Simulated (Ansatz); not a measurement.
## BaF$_{2}$: a fit and a missing row

BaF$_{2}$, Fm-3m, a = 6.246 Å. Ansatz: PBE, PAW, 420 eV, Γ-centred 6×6×6 mesh on 3 atoms, Gaussian smearing 0.02 eV; no spin polarisation. Symmetry fixes shape and atoms, so the cell is only scaled; pressure is positive in compression.

```
V (Å³/atom) P (GPa)
     19.088     3.88
     19.697     1.78
     20.306     0.01
     20.915    -1.48
     21.524        ?
```

Question: Take V0 = 20.306 Å³/atom, count pressures from its P0 = 0.01 GPa, fit the third-order Birch–Murnaghan form to the other rows, and predict the missing pressure.

Answer: With the Eulerian strain f = ½[(V0/V)^(2/3) − 1] and y = (P − P0)/[3f(1 + 2f)^(5/2)], the form is the line y = B0 + 1.5 B0 (B0′ − 4) f. Rows (f, y): 0.02105, 55.3; 0.01025, 54.7; -0.00975, 53.5. Means f = 0.007183, y = 54.500; Σ(Δf)² = 0.0004884, ΣΔfΔy = 0.02864; the slope is their ratio. y = 54.08 + 58.64 f GPa, so B0 = 54.1 GPa and B0′ = 4 + 2 × (58.64)/(3 × 54.08) = 4.72. At V = 21.524, f = -0.01905, y = 52.96 and P = -2.74 GPa. The run gave -2.73 GPa, so the fit is 0.01 GPa too low, a small miss on the scale of the series. The form still works here, 33 % of the fitted range beyond its end.